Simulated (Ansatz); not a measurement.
Bi:

```
Bi
1.0
     3.48860   -3.13258    0.00000
     3.48860    3.13258    0.00000
    -1.26023    0.00000    3.11355
Bi
2
Direct
  0.75306 0.75306 0.85738
  0.24694 0.24694 0.14262
```

This isn't the form of Bi at room conditions, which is rhombohedral.

| Item | Value |
| --- | --- |
| Program | Ansatz 0.2.0 |
| Task | relaxation of cell and atoms |
| Functional | PBEsol |
| Potentials or basis | Ansatz PAW |
| Cutoff | 420 eV (not typed: the program's choice for these potentials) |
| k mesh | 6 × 6 × 9 |
| Occupations | fermi-dirac, width 0.05 eV |
| Spin | no spin polarisation |

At the start: volume 34.03 Å³/atom.

Q: How do energy, volume and symmetry change on relaxing?

A: It ends after 9 steps and the volume is 32.31 Å³/atom (-5.0 %); space group C2/m (No. 12, to 0.05 Å).

Step by step:
| step | energy change (eV) | largest force (eV/Å) | volume (Å³) |
| --- | --- | --- | --- |
| 1 | 0.0000 | 0.0593 | 68.05 |
| 2 | -0.0236 | 0.0989 | 63.39 |
| 3 | -0.0306 | 0.0227 | 64.86 |
| 4 | -0.0321 | 0.0158 | 64.75 |
| 5 | -0.0330 | 0.0132 | 64.58 |
| 6 | -0.0332 | 0.0014 | 64.60 |
| 7 | -0.0333 | 0.0047 | 64.60 |
| 8 | -0.0333 | 0.0030 | 64.62 |
| 9 | -0.0327 | 0.0030 | 64.62 |

Final structure:
```yaml
crystal:
  lattice:
    - [3.46932, -3.02362, -0.02476]
    - [3.46932, 3.02362, -0.02476]
    - [-1.27537, 0.00000, 3.08909]
  atoms:
    - { symbol: Bi, position: [0.75317, 0.75317, 0.83773] }
    - { symbol: Bi, position: [0.24683, 0.24683, 0.16227] }
```

Caveat: the plane-wave basis is chosen anew once the cell has moved, so the energies of steps on either side of that aren't comparable; the PAW data sets come from PBE, with cores solved anew for the run's functional, which leaves a small shift of forces and pressure.
